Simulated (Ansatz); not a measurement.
**LiBr: response to strain**

Aim: deform LiBr (z strained by +1.5 % at fixed volume) and compute stress, forces and field gradients with LAPW, PAW and all-electron datasets made for the crystal.

Method: DFT PBE, scalar-relativistic, in Ansatz 0.2.0.

1 further run of the same task is left out (set aside as unsound or not needed).

## 1. The structure to begin with

It takes space group Fm-3m (No. 225, cubic). Conventional cell: a = 5.510 Å, b = 5.510 Å, c = 5.510 Å, α = 90.00°, β = 90.00°, γ = 90.00°. Li (site symmetry m-3m) has 6 Br at 2.75 Å as nearest neighbours. Br (site symmetry m-3m) has 6 Li at 2.75 Å as nearest neighbours.

Coordinates:

```
CELL_PARAMETERS angstrom
0.00000 2.75479 2.75479
2.75479 0.00000 2.75479
2.75479 2.75479 0.00000
ATOMIC_POSITIONS crystal
Li 0.00000 0.00000 0.00000
Br 0.50000 0.50000 0.50000
```

Atoms are numbered in the order of the input: Li1, Br2.

## 2. The deformed structure

Space group Fm-3m before, I4/mmm after.

## 3. All-electron LAPW

File input.yaml:

```yaml
crystal:
  lattice:
    - [0.0, 2.734360799, 2.7961140551]
    - [2.734360799, 0.0, 2.7961140551]
    - [2.734360799, 2.734360799, 0.0]
  atoms:
    - { symbol: Li, position: [0.0, 0.0, 0.0] }
    - { symbol: Br, position: [0.5, 0.5, 0.5] }
kpoints:
  mp_grid: { grid: [12, 12, 12] }
scf:
  occupations: { method: fermi_dirac, width: 0.08 }
hamiltonian:
  xc: pbe
  pseudopotentials: { kind: all_electron, lapw: { basis_error: 0.001 } }
output:
  forces: true
  stress: true
  eigenvalues: true
```

## 4. PAW with frozen cores

input.yaml, as its differences from that of step 3:

```diff
@@ -14,3 +14,3 @@
   xc: pbe
-  pseudopotentials: { kind: all_electron, lapw: { basis_error: 0.001 } }
+  pseudopotentials: { kind: paw }
 output:
@@ -19 +19,2 @@
   eigenvalues: true
+  efg: { contact_densities: true }
```

## 5. Datasets made for this crystal

input.yaml, as its differences from that of step 4:

```diff
@@ -14,3 +14,3 @@
   xc: pbe
-  pseudopotentials: { kind: paw }
+  pseudopotentials: { kind: all_electron, datasets: crystal }
 output:
```

(Steps that only read results are left out.)

What does the calculation give? Wanted: pressure; largest shear or deviatoric stress.

The runs gave:

```
                                 quantity                                           value
                                 pressure  LAPW 0.05, PAW 0.04, crystal datasets 0.04 GPa
largest shear or deviatoric stress (LAPW)                                        0.36 GPa
```

The largest part of the stress beyond the pressure is 0.36 GPa in size, in the zz component; the atoms are carried along and not relaxed. No run of the undeformed cell stands beside it, so the pressure holds what the given cell had before the change. PAW: stress within 0.01 GPa of LAPW. Crystal datasets: stress within 0.01 GPa of LAPW.
